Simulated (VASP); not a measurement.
**Ir: relaxation of the atoms with PBE**

Slab: Ir, a slab with vacuum.

```
CELL_PARAMETERS angstrom
2.71935 0.00000 0.00000
-1.35967 2.35502 0.00000
0.00000 0.00000 25.75243
ATOMIC_POSITIONS crystal
Ir 0.66667 0.33333 0.41248
Ir 0.33333 0.66667 0.50000
Ir 0.00000 0.00000 0.58752
```

The cell was built by a generator and needn't be a form met in nature.

```yaml
Program: VASP 6.6.1
Task: relaxation of the atoms
Functional: PBE
Potentials_or_basis: VASP PAW PBE potentials, release 64 (Ir)
Cutoff: 520 eV
k_mesh: 14 × 14 × 1
Occupations: methfessel-paxton, width 0.1 eV
Spin: no spin polarisation
Dipole_correction: yes
Further_INCAR_settings: ALGO = Normal; EDIFF = 1e-06; IBRION = 2; EDIFFG = -0.02; NSW = 90
```

- Energy gained by relaxing: 17.4 meV/atom
- Ionic steps: 3
- Largest force after relaxing: 0.010 eV/Å
- Band gap on the k mesh: none (metal or under the smearing width)

Forces in eV/Å, atoms in the order of the input:
```
Ir   0.000  0.000  0.010
Ir   0.000  0.000  0.000
Ir   0.000  0.000 -0.010
```

Step by step:
```csv
step,energy change (eV),largest force (eV/Å),pressure (GPa)
1,0.0000,0.7299,-3.10
2,-0.0393,0.3768,-2.20
3,-0.0521,0.0097,-1.31
```

Final structure:
```cif
data_structure
_symmetry_space_group_name_H-M 'P 1'
_symmetry_Int_Tables_number 1
_cell_length_a 2.7193
_cell_length_b 2.7193
_cell_length_c 25.7524
_cell_angle_alpha 90.000
_cell_angle_beta 90.000
_cell_angle_gamma 120.000
_cell_volume 164.92
loop_
_atom_site_label
_atom_site_type_symbol
_atom_site_fract_x
_atom_site_fract_y
_atom_site_fract_z
_atom_site_occupancy
Ir1 Ir 0.66667 0.33333 0.41509 1
Ir2 Ir 0.33333 0.66667 0.50000 1
Ir3 Ir 0.00000 0.00000 0.58491 1
```

Levels at points of the mesh, in eV from the Fermi level:
| k point | band 11 | band 12 | band 13 | band 14 | band 15 | band 16 |
| --- | --- | --- | --- | --- | --- | --- |
| (0.00, 0.00, 0.00) | -2.87 | -1.13 | -1.06 | -1.06 | -0.31 | -0.31 |
| (0.50, 0.00, 0.00) | 0.38 | 0.54 | 1.03 | 1.03 | 1.53 | 1.61 |

Run time: 2.1 min on 2 MPI ranks on Intel(R) Xeon(R) Platinum 8488C (Sapphire Rapids), on a shared host, peak memory 0.28 GiB a rank.

Spin-orbit coupling is left out, which matters for the levels of Ir.
